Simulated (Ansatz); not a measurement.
# TlBr: the cost of one run

Method: DFT PBE+D3(BJ), scalar-relativistic, plane waves, PAW, in Ansatz 0.2.0.

The COD entry's cell or inner coordinates are ideal or old and differ from later refinements, so a difference from it is no clean test against experiment.

5 further runs of the same task are left out: 2 that didn't finish, 3 set aside as unsound or not needed.

## (1) The starting structure

It takes space group Pm-3m (No. 221, cubic). Conventional cell: a = 3.979 Å, b = 3.979 Å, c = 3.979 Å, α = 90.00°, β = 90.00°, γ = 90.00°. Tl (site symmetry m-3m) has 8 Br at 3.45 Å as nearest neighbours. Around Br (site symmetry m-3m) lie 8 Tl at 3.45 Å.

Coordinates:

```
Tl Br
1.0
     3.97918    0.00000    0.00000
     0.00000    3.97918    0.00000
     0.00000    0.00000    3.97918
Tl Br
1 1
Cartesian
  0.0000 0.0000 0.0000
  1.9896 1.9896 1.9896
```

It is the result of an earlier relaxation at this level (volume 31.50 Å³/atom; gap on the mesh: 1.85 eV).

## (2) The cell under 25 GPa

At a set pressure the run lowers the enthalpy E + PV, so the energy alone may rise along the way.

The input, input.yaml:

```yaml
crystal:
  lattice:
    - [3.9791788306, 0.0, 0.0]
    - [0.0, 3.9791788306, 0.0]
    - [0.0, 0.0, 3.9791788306]
  atoms:
    - { symbol: Tl, position: [0.0, 0.0, 0.0] }
    - { symbol: Br, position: [0.5, 0.5, 0.5] }
basis:
  ecutwfc: 420
kpoints:
  mp_grid: { grid: [8, 8, 8] }
hamiltonian:
  xc: pbe
  dispersion: d3bj
scf:
  occupations: { method: fixed }
output:
  forces: true
  stress: true
  eigenvalues: true
relax:
  adjacent_minimum: "off"
  f_tol: 0.001
  max_steps: 60
  cell: { stress_tol: 0.02, p_target: 25.0 }
```

On the command line:

```console
ansatz run input.yaml --threads 1 --pin off --max-ram 1228MiB --backend cpu --events-out ev --progress --plain --runs-dir out
```

What time and memory should one allow on 1 thread of an Arm CPU, shared host?

About 27 s, with a peak of 0.32 GiB.
